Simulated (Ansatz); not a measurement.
SiS2:

```xyz
6
Lattice="-2.7820 4.7725 2.7760 2.7820 -4.7725 2.7760 2.7820 4.7725 -2.7760" Properties=species:S:1:pos:R:3 pbc="T T T"
S     1.1618   -1.1282    2.7760
S     1.6202    5.9007    0.0000
S     1.6202    3.6443    2.7760
S     1.1618    1.1282    0.0000
Si    0.0000    0.0000    1.3880
Si    0.0000    0.0000    4.1640
```

```yaml
Program: Ansatz 0.2.0
Task: single point
Functional: PBE
Potentials_or_basis: Ansatz PAW
Cutoff: "420 eV (not typed: the program's choice for these potentials)"
k_mesh: 7 × 7 × 7
Occupations: fermi-dirac, width 0.05 eV
Spin: no spin polarisation
```

On this cell: pressure 2.4 GPa; largest force 0.284 eV/Å; band gap on the k mesh 2.78 eV, indirect (least direct gap 3.15 eV).

The same run follows on a disturbed copy (atoms moved at random, drawn with an rms of 0.05 Å):

```
S Si
1.0
    -2.78200    4.77250    2.77600
     2.78200   -4.77250    2.77600
     2.78200    4.77250   -2.77600
S Si
4 2
Cartesian
  1.1891 -1.1466 2.7551
  1.6381 5.8989 0.0068
  1.6312 3.6094 2.7861
  1.1148 1.1434 0.0095
  -0.0027 0.0557 1.3981
  0.0161 0.0096 4.1927
```

**Question.** What changes?

**Answer.** The energy moves by +14.8 meV/atom; pressure 2.4 GPa; largest force 1.390 eV/Å; band gap on the k mesh 2.75 eV, indirect (least direct gap 3.07 eV).

Forces in eV/Å, atoms in the order of the input:
```
S   -0.375  0.535  0.219
S   -0.506  0.535  0.348
S    0.154  0.337  0.066
S    0.957  0.946 -0.071
Si  -0.044 -1.381  0.154
Si  -0.185 -0.972 -0.716
```

Stress tensor (GPa, compression positive):
```
 2.53  0.75 -0.34
 0.75  2.30 -0.01
-0.34 -0.01  2.23
```

Caveats: odd divisions of the mesh miss points on the zone boundary, where band edges often lie, so the gap on the mesh can be too wide.

A k mesh can miss the band edges.
